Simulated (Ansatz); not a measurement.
Ansatz input file:

```yaml
crystal:
  lattice:
    - [0.0, 1.9990815, 1.9990815]
    - [1.9990815, 0.0, 1.9990815]
    - [1.9990815, 1.9990815, 0.0]
  atoms:
    - { symbol: Mo, position: [0.0, 0.0, 0.0] }
basis:
  ecutwfc: 420
kpoints:
  mp_grid: { grid: [18, 18, 18] }
hamiltonian:
  xc: lda
scf:
  occupations: { method: gaussian, width: 0.1 }
output:
  forces: true
  stress: true
  eigenvalues: true
```

Run as
```bash
ansatz run input.yaml --threads 1 --pin off --max-ram 1331MiB --backend cpu --events-out ev --progress --plain --runs-dir out
```

The calculation used DFT LDA, scalar-relativistic, plane waves, PAW (Ansatz).

Abridged output:

```
Pseudopotentials: kind: paw
Pseudopotential: Mo, paw, valence charge 14, recommended cutoff 420 eV (normal)
Functional definition: SPW92
Crystal: 1 atom, lattice volume = 15.978 Å³
Basis set: ecut = 420 eV, 331 PW (Γ)
Bands: 11, of which v1, the nominal top of the filled ones, is band 7 counted from 1 (6 counted from 0)
Symmetry: 48 space group operations
Space group: Fm-3m (ITA 225), of the structure as read, at distance tolerance 2.5e-5 Å
k-points: 195 of 5832
Initial density: superposition of atomic densities (neutral atoms: chi_scale 0, normalization atom), corrected by the library's trained network
Initial wavefunctions: pseudopotential atomic-orbital guess
Functional: x = slater, c = lda
SCF iter   1: F=—  HF=-4842.404410 eV  |F-HF|=—  |Δ(HF+E_count)|=         —  Δρ=6.66e-3  dr2=3.46e-3  ethr=1.77e-3  ⟨swp⟩=5.0  Hψ=12638  notcnv=0
SCF iter   2: F=—  HF=-4842.403704 eV  |F-HF|=—  |Δ(HF+E_count)|=   7.06e-4  Δρ=3.03e-3  dr2=3.21e-4  ethr=2.47e-5  ⟨swp⟩=1.9  Hψ=4146  notcnv=0
SCF iter   3: F=—  HF=-4842.403739 eV  |F-HF|=—  |Δ(HF+E_count)|=   3.47e-5  Δρ=9.45e-4  dr2=3.65e-5  ethr=2.29e-6  ⟨swp⟩=1.0  Hψ=2121  notcnv=0
SCF iter   4: F=—  HF=-4842.403743 eV  |F-HF|=—  |Δ(HF+E_count)|=   4.35e-6  Δρ=4.06e-5  dr2=1.27e-7  ethr=2.60e-7  ⟨swp⟩=1.3  Hψ=2481  notcnv=0
SCF iter   5: F=-4842.403743 eV  HF=-4842.403743 eV  |F-HF|=8.77e-9  |Δ(HF+E_count)|=   2.22e-8  Δρ=9.51e-6  dr2=9.59e-9  ethr=9.04e-10  ⟨swp⟩=2.0  Hψ=3454  notcnv=0
SCF iter   6: F=-4842.403743 eV  HF=-4842.403743 eV  |F-HF|=3.28e-10  |Δ(HF+E_count)|=   4.00e-9  Δρ=2.19e-6  dr2=3.64e-10  ethr=6.85e-11  ⟨swp⟩=1.9  Hψ=6880  notcnv=0
SCF 1 converged in 6 iterations: F = -4842.403743 eV  dr2 = 3.64e-10
SCF converged after 6 iterations
Free energy (F): -4842.403743 eV
Harris-Foulkes:  -4842.403743 eV  (|F-HF|=3.28e-10)
Internal energy: -4842.397518 eV  (E = F + TS)
E sigma→0 (E₀):  -4842.400631 eV
Entropy (-TS):   -0.006225 eV (-6.225 meV/atom)
Fermi energy:    19.846638 eV
--- Per-component energies (eV) ---
  E_band       = -63.441927
  E_kinetic    = 441.018615
  E_local      = -807.684469  (includes V_loc(G=0)·N_el)
  E_nonlocal   = 148.207180
  E_hartree    = 265.391216
  E_xc         = -182.087227
  E_vxc        = -228.222919  (∫ρ·V_xc dr)
  E_paw        = -3089.472985  (= ΣΔE_a)
  E_vpaw       = -147.542243  (= ΣTr[D̂ρ^β])
  E_aug_tail   = 0.000029  (compensation charges beyond the density's cutoff)
  E_ewald      = -1618.242695
  E_core_change = 0.472816  (= ΣΔE_core)
  E_smearing   = -0.006225  (= −TS)
--- Forces (eV/Å), atoms counted from 1 ---
  atom   1  Mo     0.00000000     0.00000000     0.00000000
--- Stress (GPa, compression-positive) ---
      -11.478805       0.000000       0.000000
        0.000000     -11.478805       0.000000
        0.000000       0.000000     -11.478805
  P = ⅓ Tr σ = -11.4788 GPa (-114.788 kbar)
--- Band table (eV; the first three rows and the last of 195) ---
  k-point 0: bands = ["-40.7025", "-14.0818", "-14.0818", "-14.0818", "13.1142", "19.1470", "19.1470", "19.1470", "21.8114", "21.8114", "32.9259"]
  k-point 1: bands = ["-40.6957", "-14.1243", "-14.0871", "-14.0871", "13.2414", "19.0606", "19.2051", "19.2051", "21.7643", "21.7643", "33.1678"]
  k-point 2: bands = ["-40.6762", "-14.2459", "-14.1024", "-14.1024", "13.6049", "18.8414", "19.3563", "19.3563", "21.6590", "21.6590", "33.8250"]
  k-point 194: bands = ["-40.3976", "-15.0129", "-14.8804", "-14.5763", "16.3448", "17.5710", "18.6155", "21.2398", "24.5273", "30.1499", "31.1524"]
```

Self-consistency was reached.